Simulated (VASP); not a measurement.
# BAs (F-43m) in VASP: notebook, part 2 of 2

VASP 6.6.1. The steps go on from the part before.

## (4) Single point, PBE, spin-orbit coupling, no magnetisation

INCAR reads:

```
SYSTEM = BAs
ALGO = Normal
EDIFF = 1E-7
ENCUT = 400
GGA = PE
GGA_COMPAT = .False.
ISIF = 2
ISMEAR = 0
LASPH = .True.
LCHARG = .False.
LORBIT = 11
LREAL = .False.
LSORBIT = .True.
LWAVE = .False.
MAGMOM = 0 0 0 0 0 0
NBANDS = 24
NELM = 100
PREC = Accurate
SIGMA = 0.02
```

KPOINTS reads:

```
k-points
0
Gamma
  7 7 7
  0 0 0
```

POSCAR reads:

```
BAs
1.0
    0.0000000000      2.3885000000      2.3885000000
    2.3885000000      0.0000000000      2.3885000000
    2.3885000000      2.3885000000      0.0000000000
As B
1 1
Direct
    0.7500000000      0.7500000000      0.7500000000
    0.0000000000      0.0000000000      0.0000000000
```

Potentials or basis: VASP PAW PBE potentials, release 64 (As, B).

Run with:

```sh
$ cat potpaw_PBE.64/As/POTCAR potpaw_PBE.64/B/POTCAR > POTCAR
$ mpirun -np 1 vasp_ncl > vasp.out
```

OUTCAR:

```text
SYSTEM = BAs
   EDIFF = 1E-7
   ENCUT = 400
   GGA = PE
   ISIF = 2
   ISMEAR = 0
   LASPH = .True.
   LORBIT = 11
   LREAL = .False.
   LSORBIT = .True.
   NELM = 100
   PREC = Accurate

 Found     30 irreducible k-points:

 Following reciprocal coordinates:
            Coordinates               Weight
  0.000000  0.000000  0.000000      1.000000
  0.142857  0.000000  0.000000      4.000000
 -0.142857  0.000000  0.000000      4.000000
  0.285714  0.000000  0.000000      4.000000
 -0.285714  0.000000  0.000000      4.000000
  0.428571  0.000000  0.000000      4.000000
   k-points           NKPTS =     30   k-points in BZ     NKDIM =     30   number of bands    NBANDS=     24
   number of dos      NEDOS =    301   number of ions     NIONS =      2
   total plane-waves  NPLWV =  13824
   dimension x,y,z NGX =    24 NGY =   24 NGZ =   24
   dimension x,y,z NGXF=    48 NGYF=   48 NGZF=   48
   ions per type =               1   1
   NGX,Y,Z   is equivalent  to a cutoff of  11.81, 11.81, 11.81 a.u.
   NGXF,Y,Z  is equivalent  to a cutoff of  23.62, 23.62, 23.62 a.u.
 SYSTEM =  BAs
   PREC   = accura    normal or accurate (medium, high low for compatibility)
   ISTART =      0    job   : 0-new  1-cont  2-samecut
   ICHARG =      2    charge: 1-file 2-atom 10-const
   ISPIN  =      1    spin polarized calculation?
   LNONCOLLINEAR =      T non collinear calculations
   LSORBIT =      T    spin-orbit coupling
   LASPH  =      T    aspherical Exc in radial PAW
   ENCUT  =  400.0 eV  29.40 Ry    5.42 a.u.   5.51  5.51  5.51*2*pi/ulx,y,z
[... 255 lines left out ...]
     0.0000000     0.0000000     0.0000000     0.0000000     0.0000000     0.0000000     0.0000000

 Ion:    2  E_soc:     -0.0000091
 l=   1
     0.0000000    -0.0000015    -0.0000015
    -0.0000015     0.0000000    -0.0000015
    -0.0000015    -0.0000015     0.0000000
 l=   2
     0.0000000     0.0000000     0.0000000     0.0000000     0.0000000
     0.0000000     0.0000000     0.0000000     0.0000000     0.0000000
     0.0000000     0.0000000     0.0000000     0.0000000     0.0000000
     0.0000000     0.0000000     0.0000000     0.0000000     0.0000000
     0.0000000     0.0000000     0.0000000     0.0000000     0.0000000
 l=   3
     0.0000000     0.0000000     0.0000000     0.0000000     0.0000000     0.0000000     0.0000000
     0.0000000     0.0000000     0.0000000     0.0000000     0.0000000     0.0000000     0.0000000
     0.0000000     0.0000000     0.0000000     0.0000000     0.0000000     0.0000000     0.0000000
     0.0000000     0.0000000     0.0000000     0.0000000     0.0000000     0.0000000     0.0000000
     0.0000000     0.0000000     0.0000000     0.0000000     0.0000000     0.0000000     0.0000000
     0.0000000     0.0000000     0.0000000     0.0000000     0.0000000     0.0000000     0.0000000
     0.0000000     0.0000000     0.0000000     0.0000000     0.0000000     0.0000000     0.0000000

 total charge

# of ion       s       p       d       tot
------------------------------------------
    1        1.172   1.664   0.089   2.925
    2        0.659   1.181   0.000   1.840
--------------------------------------------------
tot          1.831   2.845   0.089   4.765

 magnetization (x)

# of ion       s       p       d       tot
------------------------------------------
    1        0.000   0.000   0.000   0.000
    2        0.000   0.000   0.000   0.000
--------------------------------------------------
tot          0.000   0.000   0.000   0.000

 magnetization (y)

# of ion       s       p       d       tot
------------------------------------------
    1        0.000   0.000   0.000   0.000
    2        0.000   0.000   0.000   0.000
--------------------------------------------------
tot          0.000   0.000   0.000   0.000

 magnetization (z)

# of ion       s       p       d       tot
------------------------------------------
    1        0.000   0.000   0.000   0.000
    2        0.000   0.000   0.000   0.000
--------------------------------------------------
tot          0.000   0.000   0.000   0.000
```

OSZICAR:

```text
N       E                     dE             d eps       ncg     rms          rms(c)
DAV:   1     0.134384228058E+02    0.13438E+02   -0.27152E+03  1440   0.479E+02
DAV:   2    -0.110755379232E+02   -0.24514E+02   -0.22709E+02  1960   0.105E+02
DAV:   3    -0.120472008135E+02   -0.97166E+00   -0.96206E+00  1816   0.177E+01
DAV:   4    -0.120501000364E+02   -0.28992E-02   -0.28990E-02  1592   0.113E+00
DAV:   5    -0.120501043034E+02   -0.42669E-05   -0.42670E-05  1792   0.467E-02    0.494E+00
DAV:   6    -0.114742396183E+02    0.57586E+00   -0.29986E-01  1504   0.464E+00    0.238E+00
DAV:   7    -0.114163995254E+02    0.57840E-01   -0.12098E-01  1680   0.219E+00    0.992E-01
DAV:   8    -0.114096060459E+02    0.67935E-02   -0.13489E-02  1512   0.770E-01    0.113E-01
DAV:   9    -0.114097349937E+02   -0.12895E-03   -0.70693E-04  1704   0.196E-01    0.676E-02
DAV:  10    -0.114098848402E+02   -0.14985E-03   -0.14404E-04  1544   0.733E-02    0.418E-02
DAV:  11    -0.114099047384E+02   -0.19898E-04   -0.14296E-05  1736   0.266E-02    0.140E-02
DAV:  12    -0.114099048309E+02   -0.92539E-07   -0.46702E-07  1616   0.457E-03
   1 F= -.11409905E+02 E0= -.11409905E+02  d E =-.410374E-27  mag=     0.0000    -0.0000     0.0000
```

Run time: 11 s. Hardware: 1 thread of Intel Xeon 6975P-C (Granite Rapids), shared host; peak memory 0.2 GiB.

The run converged, but some of its settings lie outside the range that counts as converged, so its numbers aren't taken as properties of the crystal.

Results:

- Free energy: -11.4099 eV
- Pressure: 3.5 GPa
- Valence electrons inside the program's atomic spheres: As 2.92; B 1.84

## (5) Single point, PBE, spin-orbit coupling, no magnetisation

INCAR, as its differences from that of step 4:

```diff
@@ -2,3 +2,3 @@
 ALGO = Normal
-EDIFF = 1E-7
+EDIFF = 1E-4
 ENCUT = 400
```

KPOINTS is that of step 4.

POSCAR is that of step 4.

Run with:

```sh
$ cat potpaw_PBE.64/As/POTCAR potpaw_PBE.64/B/POTCAR > POTCAR
$ mpirun -np 1 vasp_ncl > vasp.out
```

It took 10 s on 1 thread of Intel Xeon 6975P-C (Granite Rapids), shared host; peak memory 0.2 GiB.

These settings aren't checked as converged: the numbers below hold their error.

What came out:

```yaml
Free_energy: -11.4099 eV
Pressure: 3.5 GPa
Valence_electrons_inside_the_program's_atomic_spheres: As 2.92; B 1.84
```

## (6) For comparison

An earlier run on the cell as given: functional PBE; potentials or basis VASP PAW PBE potentials, release 64 (As, B); cutoff 520 eV; k mesh 10 × 10 × 10; occupations fermi-dirac, width 0.05 eV; no spin polarisation.

- Pressure: 3.4 GPa
- Band gap on the k mesh: 1.18 eV, indirect (least direct gap 3.28 eV)
